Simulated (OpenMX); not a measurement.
# Tc (P6_3/mmc) in OpenMX: notebook

The runs below take Tc through phonons, band structure, with PBE.

Program: OpenMX 3.8.5. These are calculated values, not measurements. Logs are shortened: lines on timing, memory, paths and dates and some standing lists are left out, and cuts for length are marked.

### Step 1. Starting point

It takes space group P6_3/mmc (No. 194, hexagonal). Conventional cell: a = 2.740 Å, b = 2.740 Å, c = 4.398 Å, α = 90.00°, β = 90.00°, γ = 120.00°. Tc (site symmetry -6m2) has 12 Tc at 2.71 to 2.74 Å as nearest neighbours.

### Step 2. Phonons, PBE

Potentials or basis: OpenMX 2013 PBE set, Tc7.0-s3p2d1, grid cutoff 560 Ry.

This step only gathers the single runs of the series.

What came out:

| Item | Value |
| --- | --- |
| Highest phonon frequency at Γ | 165 cm⁻¹ |

Phonon frequencies in cm⁻¹ (negative: imaginary):
| q point | frequencies |
| --- | --- |
| (0.000, 0.000, 0.000) | 0 0 0 157 165 165 |

Caveat: cell and atoms weren't relaxed in this basis first, which shifts the frequencies; the basis of atomic orbitals isn't converged, which shifts pressures, moduli and gaps.

### Step 3. Band structure, PBE

Input file Tc.dat:

```
System.CurrrentDirectory             ./
System.Name                          Tc
DATA.PATH                            ./DFT_DATA13
level.of.stdout                      1
level.of.fileout                     0
Species.Number                       1
<Definition.of.Atomic.Species
  Tc  Tc7.0-s3p2d2f1         Tc_PBE13
Definition.of.Atomic.Species>

Atoms.Number                         2
Atoms.SpeciesAndCoordinates.Unit     FRAC
<Atoms.SpeciesAndCoordinates
    1  Tc    0.6666666667    0.3333333333    0.7500000000   7.500  7.500
    2  Tc    0.3333333333    0.6666666667    0.2500000000   7.500  7.500
Atoms.SpeciesAndCoordinates>

Atoms.UnitVectors.Unit               Ang
<Atoms.UnitVectors
     2.7400000000    0.0000000000    0.0000000000
    -1.3700000000    2.3729096064    0.0000000000
     0.0000000000    0.0000000000    4.3980000000
Atoms.UnitVectors>

scf.XcType                           GGA-PBE
scf.SpinPolarization                 off
scf.ElectronicTemperature            580.226
scf.energycutoff                     400.0
scf.maxIter                          100
scf.EigenvalueSolver                 band
scf.Kgrid                            11 11 7
scf.Mixing.Type                      rmm-diisk
scf.Init.Mixing.Weight               0.05
scf.Min.Mixing.Weight                0.001
scf.Max.Mixing.Weight                0.3
scf.Mixing.History                   25
scf.Mixing.StartPulay                8
scf.criterion                        1.0e-8
scf.stress.tensor                    on
MD.Type                              nomd
Band.dispersion                      on
Band.Nkpath                          9
<Band.kpath
   17   0.000000  0.000000  0.000000    0.500000  0.000000  0.000000  G M
   10   0.500000  0.000000  0.000000    0.333333  0.333333  0.000000  M K
   20   0.333333  0.333333  0.000000    0.000000  0.000000  0.000000  K G
    9   0.000000  0.000000  0.000000    0.000000  0.000000  0.500000  G A
   17   0.000000  0.000000  0.500000    0.500000  0.000000  0.500000  A L
   10   0.500000  0.000000  0.500000    0.333333  0.333333  0.500000  L H
   20   0.333333  0.333333  0.500000    0.000000  0.000000  0.500000  H A
    9   0.500000  0.000000  0.500000    0.500000  0.000000  0.000000  L M
    9   0.333333  0.333333  0.000000    0.333333  0.333333  0.500000  K H
Band.kpath>
```

Potentials or basis: OpenMX 2013 PBE set, Tc7.0-s3p2d2f1, grid cutoff 400 Ry.

Command:

```bash
> openmx Tc.dat -nt 1 > Tc.std
```

Run time: 6.8 min. Hardware: 1 thread of Intel Xeon 6975P-C (Granite Rapids), shared host; peak memory 0.85 GiB.

It converged, with:

- Free energy: -4504.7445 eV
- Pressure: 5.3 GPa
- Largest force: 0.022 eV/Å
- Band gap along the path: none (metal or under the smearing width)

Forces on the atoms (eV/Å):
```
Tc   0.003 -0.022  0.000
Tc  -0.003  0.022  0.000
```

Levels at the corners of the path, in eV from the Fermi level:
```csv
point,band 11,band 12,band 13,band 14,band 15,band 16,band 17,band 18,band 19,band 20
Γ,-1.54,-1.53,-1.47,-0.81,-0.79,-0.10,-0.10,1.65,2.50,2.50
M,-4.61,-1.90,-1.18,-0.94,-0.51,2.90,3.29,3.33,5.32,7.14
K,-3.41,-2.90,-1.92,-1.92,-0.07,2.27,2.27,2.65,8.04,8.20
Γ,-1.54,-1.53,-1.47,-0.81,-0.79,-0.10,-0.10,1.65,2.50,2.50
A,-1.90,-1.90,-1.68,-1.68,-1.66,-1.66,1.85,1.85,1.86,1.86
L,-3.70,-3.70,0.13,0.13,1.41,1.41,3.17,3.17,4.37,4.37
H,-3.29,-3.29,-1.81,-1.81,-0.12,-0.12,2.60,2.60,9.43,9.43
A|L,-1.90,-1.90,-1.68,-1.68,-1.66,-1.66,1.85,1.85,1.86,1.86
M|K,-4.61,-1.90,-1.18,-0.94,-0.51,2.90,3.29,3.33,5.32,7.14
H,-3.29,-3.29,-1.81,-1.81,-0.12,-0.12,2.60,2.60,9.43,9.43
```

Caveat: the basis of atomic orbitals isn't converged, which shifts pressures, moduli and gaps.
